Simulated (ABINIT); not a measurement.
Runs of ABINIT 10.8.3 (patched build) on Sn. The structure is cubic, space group Im-3m (No. 229). Conventional cell: a = 3.789 Å, b = 3.789 Å, c = 3.789 Å, α = 90.00°, β = 90.00°, γ = 90.00°. Around Sn (site symmetry m-3m) lie 8 Sn at 3.28 Å. This isn't the form of Sn at room conditions, which is tetragonal (white tin).

| task | level | potentials or basis | cell | k mesh | smearing | cell freedom (optcell) | optimiser (ionmov) | cutoff smearing ecutsm (Ha) | force stop (Ha/bohr) | bands in the sums | gap on the mesh (eV) | pressure (GPa) | relaxed volume (Å³/atom) |
| --- | --- | --- | --- | --- | --- | --- | --- | --- | --- | --- | --- | --- | --- |
| single point | LDA | PseudoDojo NC SR LDA v0.4.1 standard | cell relaxed | 8 × 8 × 8 | fermi-dirac 0.05 eV | - | - | - | - | - | none | 0.0 | - |
| relaxation of cell and atoms | LDA | PseudoDojo NC SR LDA v0.4.1 standard | relaxed | 8 × 8 × 8 | fermi-dirac 0.05 eV | 2 | 2 | 0.5 | 2e-05 | - | none | 0.0 | (a) |
| optical spectrum | LDA | PseudoDojo NC SR LDA v0.4.1 standard | cell relaxed at zero pressure by an earlier run | 12 × 12 × 12, with 2 shifts | cold (ABINIT) 0.1 eV | - | - | 0.5 | - | 19 | - | -0.3 | - |
| single point | PBEsol | PseudoDojo NC SR PBEsol v0.4.1 standard | cell relaxed | 8 × 8 × 8 | fermi-dirac 0.05 eV | - | - | - | - | - | none | 0.0 | - |
| optical spectrum | PBEsol | PseudoDojo NC SR PBEsol v0.4.1 standard | cell relaxed at zero pressure by an earlier run | 12 × 12 × 12, with 2 shifts | methfessel-paxton 0.136 eV | - | - | 0.5 | - | 15 | - | -0.4 | - |
| relaxation of cell and atoms | PBEsol | PseudoDojo NC SR PBEsol v0.4.1 standard | relaxed | 8 × 8 × 8 | fermi-dirac 0.05 eV | 2 | 2 | 0.5 | 2e-05 | - | none | 0.0 | 26.27 |

Alike in all rows: no spin polarisation; cutoff (eV) 980.

Estimate the missing entries.

(a) 25.56.

Caveats: the intraband (Drude) term is left out (some runs); spectra need much finer meshes, so this one isn't converged (some runs); independent-particle spectra lack excitons (some runs).

A k mesh can miss the band edges, and the runs leave out spin-orbit coupling on Sn.

A gap of «none» marks a metal or a gap under the smearing width.
